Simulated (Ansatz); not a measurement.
Runs of Ansatz 0.2.0 on MgTe. Symmetry: F-43m, No. 216, cubic system. Conventional cell: a = 6.464 Å, b = 6.464 Å, c = 6.464 Å, α = 90.00°, β = 90.00°, γ = 90.00°. Te (site symmetry -43m) is surrounded by 4 Mg at 2.80 Å. Mg (site symmetry -43m) has 4 Te at 2.80 Å as nearest neighbours. The cell comes from a database or a generator and needn't be the stable form of this composition.

```csv
task,level,potentials or basis,spin,k mesh,cutoff (eV),smearing,driver,points for each segment of the path,other keys,mesh quality,gap on the mesh (eV),pressure (GPa)
single point,revPBE+D3(BJ),PseudoDojo standard (PBE files),"SOC, no magnetisation",7 × 7 × 7,1143,cold 0.15 eV,-,-,-,not flagged,2.30,-1.4
single point,r2SCANh+D4,Ansatz PAW,"SOC, no magnetisation",5 × 5 × 5,500,methfessel-paxton 0.1 eV,calculator,-,scf.mixing.algorithm = broyden; scf.mixing.beta = 0.9; …,not flagged,3.31,-0.6
single point,PBE0+D3(BJ),JTH PAW,off,4 × 4 × 4,900,gaussian 0.02 eV,chain,-,-,coarse,(b),(a)
single point,HSE03,Ansatz PAW,"SOC, no magnetisation",5 × 5 × 5,420,fixed,calculator,-,-,not flagged,2.82,0.1
single point,revPBE+D3(BJ),PseudoDojo standard,"SOC, no magnetisation",7 × 7 × 7,1143,cold 0.15 eV,calculator,-,-,not flagged,2.30,-1.4
atomic charges,BPBE+D3(BJ),Ansatz PAW accurate,off,7 × 7 × 7,760,cold 0.1 eV,chain,-,-,not flagged,2.45,-3.0
band structure,PBE,Ansatz NC,"SOC, no magnetisation",7 × 7 × 7,1143,tetrahedron,chain,14,-,not flagged,2.14,(c)
```

Alike in all rows: cell as given.

**Question.** Fill in the values left out.

**Answer.** (a) -1.6; (b) 3.93; (c) 0.8.

Caveats: some runs use coarse meshes; odd divisions of the mesh miss points on the zone boundary, where band edges often lie, so the gap on the mesh can be too wide (some runs); the potentials were made for another functional, which shifts forces and pressure (some runs); the thresholds are loose for stress (some runs); the PAW data sets were made with another functional, which shifts forces and pressure a little (some runs); spin-orbit coupling is left out, which moves the levels of the heavy elements (some runs); the dispersion damping was fitted for another functional or another form of the correction (some runs); with tetrahedron occupations forces and stress needn't match the slope of the energy (some runs).

A k mesh can miss the band edges, and rows without SOC leave out spin-orbit coupling on Te.

The runs don't all hold the same shells in valence.
